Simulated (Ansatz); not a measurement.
**Cu: what a set of calculations says**

Plane-wave DFT in Ansatz with scalar-relativistic PAW potentials. The crystal relaxes under PBE to P6_3/mmc with a = 2.568 Å, c = 4.194 Å, 11.97 Å³/atom. No spin polarisation. This form isn't the element's structure at ambient conditions.

Space group P6_3/mmc (No. 194). a = 2.568 Å, b = 2.568 Å, c = 4.194 Å, α = 90.00°, β = 90.00°, γ = 120.00°
```
atom site symmetry x y z
  Cu    2c      -6m2  0.3333  0.6667  0.2500
```

Each line comes from a run of its own, at the level named and at that level's relaxed cell.

- Compression. PBE: B0 = 139 GPa, B' = 5.0.
- Surfaces. PBEsol: (001) Cu 1.61 J/m², work function 4.94 eV; (100) Cu 2.18 J/m², work function 4.23 eV.
- Under pressure. r2SCAN: at 90 GPa the volume is 75.7 % of its rest value, relaxed within the start's symmetry (group found there: P6_3/mmc).

All values are for 0 K without zero-point motion.